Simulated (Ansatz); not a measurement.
# Sn (I4_1/amd) in Ansatz: notebook

The runs below take Sn through single point, equation of state, with r2SCAN.

Program: Ansatz 0.2.0. These are calculated values, not measurements. Logs are shortened: lines on timing, memory, paths and dates and some standing lists are left out, and cuts for length are marked.

## Step 1: Starting point

Symmetry: I4_1/amd, No. 141, tetragonal system. Conventional cell: a = 5.880 Å, b = 5.880 Å, c = 3.199 Å, α = 90.00°, β = 90.00°, γ = 90.00°. Sn (site symmetry -4m2) has 6 Sn at 3.05 to 3.20 Å as nearest neighbours.

## Step 2: Single point, r2SCAN, 25.99 Å³/atom (volume scaled by 0.94)

Contents of input.yaml:

```yaml
crystal:
  lattice:
    - [-2.8801207477, 2.8801207477, 1.566654012]
    - [2.8801207477, -2.8801207477, 1.566654012]
    - [2.8801207477, 2.8801207477, -1.566654012]
  atoms:
    - { symbol: Sn, position: [0.0, 0.0, 0.0] }
    - { symbol: Sn, position: [0.75, 0.25, 0.5] }
hamiltonian:
  xc: r2scan
  pseudopotentials: { kind: paw }
kpoints:
  mp_grid: { grid: [9, 9, 9] }
scf:
  occupations: { method: fermi_dirac, width: 0.05 }
output:
  forces: true
  stress: true
  eigenvalues: true
```

Potentials or basis: Ansatz PAW.

Started as:

```console
> ansatz run input.yaml --threads 2 --pin off --max-ram 5632MiB --backend cpu --events-out ev --progress --plain --runs-dir out
```

Log:

```text
Warning: RAYON_NUM_THREADS=2 ignored (pool sized by the plan → 2); use --threads N
Engine: ansatz 0.2.0, x86_64-unknown-linux-gnu
Pseudopotentials: kind: paw
Pseudopotential: Sn, paw, valence charge 14, recommended cutoff 500 eV (meta_gga), Sn.paw.azcp
Functional definition: r2SCAN
  parameter k0 = 0.174
  parameter k1 = 0.065
  parameter a1 = 4.9479
  exchange = r2scan_x(k0 = k0, k1 = k1, a1 = a1)
  correlation = r2scan_c
Crystal: 2 atoms, lattice volume = 51.982 Å³
Basis set: ecut = 500 eV, 1301 PW (Γ), exchange–correlation on 128×128×128 points (64 copies of the dense FFT grid, shifted against one another)
Bands: 18, of which v1, the nominal top of the filled ones, is band 14 counted from 1 (13 counted from 0)
Symmetry: 16 space group operations
Space group: I41/amd (ITA 141), of the structure as read, at distance tolerance 3.7e-5 Å
k-points: 75 of 729
Non-local potential: Sn, projectors of the file, l = 0: 2, l = 1: 2, l = 2: 2, l = 3: 2
PAW form: soft (Blöchl's): semilocal exchange-correlation on the pseudo side does not see the compensation charge
PAW frozen core: Sn, regenerated for the run's functional (the file was generated under x = pbe(κ = 0.804, μ = 0.2195149727645171), c = pbe(β = 0.06672455060314922))
PAW one-centre angular grid: Sn, 590 points (default); XC on 249 of its mesh's 2787 points in the sphere
Initial density: superposition of atomic densities (neutral atoms: chi_scale 0, normalization atom), corrected by the library's trained network
Initial wavefunctions: pseudopotential atomic-orbital guess
Functional: x = r2scan, c = r2scan; τ floored in thin density (d = 2e-4 eV/Å³)
SCF iter   1: F=—  HF=-12076.964787 eV  |F-HF|=—  |Δ(HF+E_count)|=         —  Δρ=5.61e-3  dr2=6.92e-3  dr2_τ=2.23e-3  ethr=1.77e-3  ⟨swp⟩=6.0  Hψ=6940  notcnv=0
preconditioner: auto → Kerker (q_TF=auto, 2.461 Å⁻¹)  [metal: Δε(μ)=0.081 eV  Ē_g=21.362 eV  σ=0.050 eV  W_gap=0.37  n_scr=16 (ndim 8)  ℏωp=27.3 eV  f_vac=0.000  D(μ)=0.80/eV (n_scr^D=4)]
SCF iter   2: F=—  HF=-12076.989899 eV  |F-HF|=—  |Δ(HF+E_count)|=   2.51e-2  Δρ=2.67e-3  dr2=1.89e-3  dr2_τ=3.87e-5  ethr=2.47e-5  ⟨swp⟩=2.0  Hψ=3290  notcnv=0
SCF iter   3: F=—  HF=-12076.990623 eV  |F-HF|=—  |Δ(HF+E_count)|=   7.24e-4  Δρ=9.85e-4  dr2=3.43e-4  dr2_τ=1.21e-5  ethr=6.74e-6  ⟨swp⟩=2.0  Hψ=1572  notcnv=0
SCF iter   4: F=—  HF=-12076.990701 eV  |F-HF|=—  |Δ(HF+E_count)|=   7.81e-5  Δρ=1.86e-4  dr2=2.24e-5  dr2_τ=1.39e-7  ethr=1.23e-6  ⟨swp⟩=2.9  Hψ=2399  notcnv=0
SCF iter   5: F=—  HF=-12076.990717 eV  |F-HF|=—  |Δ(HF+E_count)|=   1.65e-5  Δρ=8.05e-5  dr2=3.01e-6  dr2_τ=6.97e-8  ethr=8.01e-8  ⟨swp⟩=2.9  Hψ=2367  notcnv=0
SCF iter   6: F=-12076.990719 eV  HF=-12076.990719 eV  |F-HF|=4.45e-8  |Δ(HF+E_count)|=   1.35e-6  Δρ=1.08e-5  dr2=4.11e-8  dr2_τ=1.27e-9  ethr=3.57e-10  ⟨swp⟩=3.8  Hψ=6057  notcnv=0
SCF 1 converged in 6 iterations: F = -12076.990719 eV  dr2 = 4.11e-8
SCF converged after 6 iterations
Free energy (F): -12076.990719 eV
Harris-Foulkes:  -12076.990719 eV  (|F-HF|=4.45e-8)
Internal energy: -12076.984182 eV  (E = F + TS)
E sigma→0 (E₀):  -12076.987451 eV
Entropy (-TS):   -0.006537 eV (-3.268 meV/atom)
Fermi energy:    11.377620 eV
--- Per-component energies (eV) ---
  E_band       = -165.416895
  E_kinetic    = 374.397938
  E_local      = -1640.906870  (includes V_loc(G=0)·N_el)
  E_nonlocal   = -65.429683
  E_hartree    = 1045.807423
  E_xc         = -750.003916
  E_vxc        = -209.918578  (∫ρ·V_xc dr)
  E_paw        = -8318.985256  (= ΣΔE_a)
  E_vpaw       = -728.459710  (= ΣTr[D̂ρ^β])
  E_aug_tail   = -0.000001  (compensation charges beyond the density's cutoff)
  E_vtau       = 13.290052  (kinetic-family band-sum trace: ∫τ·v_τ [+ j·A + Jᵃ·Aᵃ] dr)
  E_ewald      = -2723.334458
  E_core_change = 1.470640  (= ΣΔE_core)
  E_smearing   = -0.006537  (= −TS)
  E_closure    = 0.000000  (closes the sum)
  Σ components = -12076.990719   (vs F -12076.990719, Δ=0.00e0)
--- Forces (eV/Å), atoms counted from 1 ---
  atom   1  Sn    -0.00000000     0.00000000    -0.00000000
  atom   2  Sn     0.00000000     0.00000000     0.00000000
  max |Σ_I F_I| component: 1.39e-17 eV/Å
--- Stress (GPa, compression-positive) ---
        4.043196       0.000000       0.000000
        0.000000       4.043196      -0.000000
       -0.000000      -0.000000       3.078999
  P = ⅓ Tr σ = 3.7218 GPa (37.218 kbar)
--- Band table (eV; the first three rows and the last of 75) ---
  k-point 0: bands = ["-11.1463", "-11.0454", "-10.9965", "-10.9843", "-10.7947", "-10.7947", "-10.7834", "-10.7834", "-10.6763", "-10.5480", "-0.6663", "7.8163", "9.0546", "9.0546", "14.6222", "18.1207", "18.1207", "18.9207"]
  k-point 1: bands = ["-11.1340", "-11.0477", "-10.9919", "-10.9858", "-10.8008", "-10.7883", "-10.7801", "-10.7789", "-10.6837", "-10.5606", "-0.5448", "6.6950", "9.2007", "9.9588", "15.1652", "17.0588", "17.5052", "18.8376"]
  k-point 2: bands = ["-11.0986", "-11.0526", "-11.0094", "-10.9558", "-10.8205", "-10.7735", "-10.7734", "-10.7656", "-10.7047", "-10.5945", "-0.1802", "5.1290", "9.6348", "10.9681", "15.4658", "16.2575", "16.6971", "18.4723"]
  k-point 74: bands = ["-11.0612", "-11.0597", "-10.8590", "-10.8303", "-10.8178", "-10.8080", "-10.7898", "-10.7768", "-10.7720", "-10.7702", "2.9658", "3.3981", "6.1021", "6.5420", "16.9114", "16.9221", "20.9940", "21.5199"]
```

It took 6.6 s on 2 threads of AMD EPYC (Zen 3), shared host; peak memory 0.54 GiB.

Results:

```
Free energy            : -12076.9907 eV
Pressure               : 3.7 GPa
Band gap on the k mesh : none (metal or under the smearing width)
```

Caveat: the PAW data sets come from PBE, with cores solved anew for the run's functional, which leaves a small shift of forces and pressure.

## Step 3: Single point, r2SCAN, 26.54 Å³/atom (volume scaled by 0.96)

input.yaml: that of step 2 with these lines changed.

```diff
@@ -2,5 +2,5 @@
   lattice:
-    - [-2.8801207477, 2.8801207477, 1.566654012]
-    - [2.8801207477, -2.8801207477, 1.566654012]
-    - [2.8801207477, 2.8801207477, -1.566654012]
+    - [-2.9004039564, 2.9004039564, 1.5776871502]
+    - [2.9004039564, -2.9004039564, 1.5776871502]
+    - [2.9004039564, 2.9004039564, -1.5776871502]
   atoms:
```

Potentials or basis: Ansatz PAW.

Started as:

```console
> ansatz run input.yaml --threads 2 --pin off --max-ram 5632MiB --backend cpu --events-out ev --progress --plain --runs-dir out
```

It took 7.1 s on 2 threads of AMD EPYC (Zen 3), shared host; peak memory 0.6 GiB.

The run converged. Its results:

```
Free energy            : -12077.0114 eV
Pressure               : 2.3 GPa
Band gap on the k mesh : none (metal or under the smearing width)
```

Caveat: the PAW data sets come from PBE, with cores solved anew for the run's functional, which leaves a small shift of forces and pressure.

## Step 4: Single point, r2SCAN, 27.10 Å³/atom (volume scaled by 0.98)

Contents of input.yaml:

```yaml
crystal:
  lattice:
    - [-2.9204073745, 2.9204073745, 1.5885680951]
    - [2.9204073745, -2.9204073745, 1.5885680951]
    - [2.9204073745, 2.9204073745, -1.5885680951]
  atoms:
    - { symbol: Sn, position: [0.0, 0.0, 0.0] }
    - { symbol: Sn, position: [0.75, 0.25, 0.5] }
hamiltonian:
  xc: r2scan
  pseudopotentials: { kind: paw }
kpoints:
  mp_grid: { grid: [9, 9, 9] }
scf:
  occupations: { method: fermi_dirac, width: 0.05 }
output:
  forces: true
  stress: true
  eigenvalues: true
  write_density: true
  write_potential: true
  elf: true
  volumetric_format: npy
```

Started as:

```console
> ansatz run input.yaml --threads 2 --pin off --max-ram 5632MiB --backend cpu --events-out ev --progress --plain --runs-dir out
```

It took 8 s on 2 threads of AMD EPYC (Zen 3), shared host; peak memory 0.61 GiB.

The run converged. Its results:

```yaml
Free_energy: -12077.0227 eV
Pressure: 1.0 GPa
Band_gap_on_the_k_mesh: none (metal or under the smearing width)
```

Caveat: the PAW data sets come from PBE, with cores solved anew for the run's functional, which leaves a small shift of forces and pressure.

## Step 5: Single point, r2SCAN, 27.65 Å³/atom

Contents of input.yaml:

```yaml
crystal:
  lattice:
    - [-2.9401404553, 2.9401404553, 1.5993019889]
    - [2.9401404553, -2.9401404553, 1.5993019889]
    - [2.9401404553, 2.9401404553, -1.5993019889]
  atoms:
    - { symbol: Sn, position: [0.0, 0.0, 0.0] }
    - { symbol: Sn, position: [0.75, 0.25, 0.5] }
hamiltonian:
  xc: r2scan
  pseudopotentials: { kind: paw }
kpoints:
  mp_grid: { grid: [9, 9, 9] }
scf:
  occupations: { method: fermi_dirac, width: 0.05 }
output:
  forces: true
  stress: true
  eigenvalues: true
```

Started as:

```console
> ansatz run input.yaml --threads 2 --pin off --max-ram 5632MiB --backend cpu --events-out ev --progress --plain --runs-dir out
```

It took 7 s on 2 threads of AMD EPYC (Zen 3), shared host; peak memory 0.61 GiB.

Results (log left out):

| Quantity | Value |
| --- | --- |
| Free energy | -12077.0258 eV |
| Pressure | -0.1 GPa |
| Band gap on the k mesh | none (metal or under the smearing width) |

Caveat: the PAW data sets come from PBE, with cores solved anew for the run's functional, which leaves a small shift of forces and pressure.

## Step 6: Single point, r2SCAN, 28.20 Å³/atom (volume scaled by 1.02)

input.yaml: that of step 5 with these lines changed.

```diff
@@ -2,5 +2,5 @@
   lattice:
-    - [-2.9401404553, 2.9401404553, 1.5993019889]
-    - [2.9401404553, -2.9401404553, 1.5993019889]
-    - [2.9401404553, 2.9401404553, -1.5993019889]
+    - [-2.9596121516, 2.9596121516, 1.6098937015]
+    - [2.9596121516, -2.9596121516, 1.6098937015]
+    - [2.9596121516, 2.9596121516, -1.6098937015]
   atoms:
```

Potentials or basis: Ansatz PAW.

Started as:

```console
> ansatz run input.yaml --threads 2 --pin off --max-ram 5632MiB --backend cpu --events-out ev --progress --plain --runs-dir out
```

Run time: 7.6 s. Hardware: 2 threads of AMD EPYC (Zen 3), shared host; peak memory 0.61 GiB.

It converged, with:

```
Free energy            : -12077.0216 eV
Pressure               : -1.1 GPa
Band gap on the k mesh : none (metal or under the smearing width)
```

Caveat: the PAW data sets come from PBE, with cores solved anew for the run's functional, which leaves a small shift of forces and pressure.

## Step 7: Single point, r2SCAN, 28.76 Å³/atom (volume scaled by 1.04)

input.yaml: that of step 6 with these lines changed.

```diff
@@ -2,5 +2,5 @@
   lattice:
-    - [-2.9596121516, 2.9596121516, 1.6098937015]
-    - [2.9596121516, -2.9596121516, 1.6098937015]
-    - [2.9596121516, 2.9596121516, -1.6098937015]
+    - [-2.9788309508, 2.9788309508, 1.6203478496]
+    - [2.9788309508, -2.9788309508, 1.6203478496]
+    - [2.9788309508, 2.9788309508, -1.6203478496]
   atoms:
```

Started as:

```console
> ansatz run input.yaml --threads 2 --pin off --max-ram 5632MiB --backend cpu --events-out ev --progress --plain --runs-dir out
```

Wall time 7.2 s (2 threads of AMD EPYC (Zen 3), shared host); peak memory 0.61 GiB.

Results (log left out):

```yaml
Free_energy: -12077.0109 eV
Pressure: -2.0 GPa
Band_gap_on_the_k_mesh: none (metal or under the smearing width)
```

Caveat: the PAW data sets come from PBE, with cores solved anew for the run's functional, which leaves a small shift of forces and pressure.

## Step 8: Single point, r2SCAN, 29.31 Å³/atom (volume scaled by 1.06)

Contents of input.yaml:

```yaml
crystal:
  lattice:
    - [-2.9978049079, 2.9978049079, 1.6306688148]
    - [2.9978049079, -2.9978049079, 1.6306688148]
    - [2.9978049079, 2.9978049079, -1.6306688148]
  atoms:
    - { symbol: Sn, position: [0.0, 0.0, 0.0] }
    - { symbol: Sn, position: [0.75, 0.25, 0.5] }
hamiltonian:
  xc: r2scan
  pseudopotentials: { kind: paw }
kpoints:
  mp_grid: { grid: [9, 9, 9] }
scf:
  occupations: { method: fermi_dirac, width: 0.05 }
output:
  forces: true
  stress: true
  eigenvalues: true
  write_density: true
  write_potential: true
  elf: true
  volumetric_format: npy
```

Started as:

```console
> ansatz run input.yaml --threads 2 --pin off --max-ram 5632MiB --backend cpu --events-out ev --progress --plain --runs-dir out
```

It took 9.6 s on 2 threads of AMD EPYC (Zen 3), shared host; peak memory 0.61 GiB.

Results (log left out):

* Free energy: -12076.9942 eV
* Pressure: -2.8 GPa
* Band gap on the k mesh: none (metal or under the smearing width)

Caveat: the PAW data sets come from PBE, with cores solved anew for the run's functional, which leaves a small shift of forces and pressure.

## Step 9: Equation of state, r2SCAN

Potentials or basis: Ansatz PAW.

No new run: the results of the series are fitted here.

What came out:

| Property | Result |
| --- | --- |
| Equilibrium volume | 27.60 Å³/atom |
| Bulk modulus at fixed shape and positions | 54 GPa |
| Pressure derivative of the bulk modulus | 4.7 |

Energy against volume, from the lowest point:
```
volume (Å³/atom)  energy (meV/atom)
          25.991              17.56
          26.544               7.23
          27.097               1.56
          27.650               0.00
          28.203               2.11
          28.756               7.49
          29.309              15.81
```

Caveat: the cell was scaled at fixed shape and fractional positions, which overstates the stiffness of a crystal with free parameters, most of all of layers and chains; the PAW data sets were made with another functional, which shifts forces and pressure a little.
